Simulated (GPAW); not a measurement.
Set up this calculation in GPAW 26.7.0, as an ASE script.

```
Task                : single point
Functional          : PBE
Potentials or basis : GPAW PAW data sets (gpaw-data 1.2.1)
Cutoff              : 600 eV
Basis               : pw
k mesh              : 8 × 8 × 4
Occupations         : fermi-dirac, width 0.05 eV
Spin                : no spin polarisation
Maxiter             : 120
Convergence         : default
```

The structure of CuO (Tenorite) lies in CuO.xyz:

```xyz
4
Lattice="2.3418500000 -1.7113000000 0.0000000000 2.3418500000 1.7113000000 0.0000000000 -0.8500274268 0.0000000000 5.0578693947" Properties=species:S:1:pos:R:3 pbc="T T T"
Cu     0.7459112866     -0.8556500000      2.5289346974
Cu     1.1709250000      0.8556500000      0.0000000000
O      1.7043294299      0.2792841600      3.7934020460
O      2.1293431433     -0.2792841600      1.2644673487
```

These files were run (other wordings do the same):

run.py

```python
from ase.dft.bandgap import bandgap
from ase.io import read, write
from ase.units import GPa
from gpaw import GPAW, PW

atoms = read('CuO.xyz')

calc = GPAW(mode=PW(600),
            xc='PBE',
            kpts={'size': (8, 8, 4), 'gamma': True},
            occupations={'name': 'fermi-dirac', 'width': 0.05},
            nbands=33,
            maxiter=120,
            txt='gpaw.txt')
atoms.calc = calc
energy = atoms.get_potential_energy()
forces = atoms.get_forces()
stress = atoms.get_stress()
calc.write('gs.gpw')
write('result.traj', atoms)
print(f'Energy: {energy:.6f} eV')
print('Forces (eV/A):')
print(forces.round(4))
print('Stress (GPa):', (stress / GPa).round(3))
print('Fermi level:', round(calc.get_fermi_level(), 4), 'eV')
print(f'Gap: {bandgap(calc)[0]:.4f} eV, direct: {bandgap(calc, direct=True)[0]:.4f} eV')
```

Potentials or basis: GPAW PAW data sets (gpaw-data 1.2.1), pw.

Command:

```bash
$ OMP_NUM_THREADS=1 python run.py
```

Results of the run:

- Pressure: 4.0 GPa
- Largest force: 0.195 eV/Å
- Band gap on the k mesh: none (metal or under the smearing width)

Caveat: with this Cu data set, volumes or pressures lay over 1.5 % or 2 GPa off other programs in two to four cells of ten; the cutoff is short for stress and forces, so pressures can be off by a GPa or more; the run has no spin polarisation, though such a crystal can be magnetic; semilocal functionals often make such compounds metallic where correlation or magnetic order opens a gap, which also shifts bond lengths.

It took 110 s on 1 thread of Intel(R) Xeon(R) Platinum 8488C (Sapphire Rapids), on a shared host, peak memory 0.28 GiB.
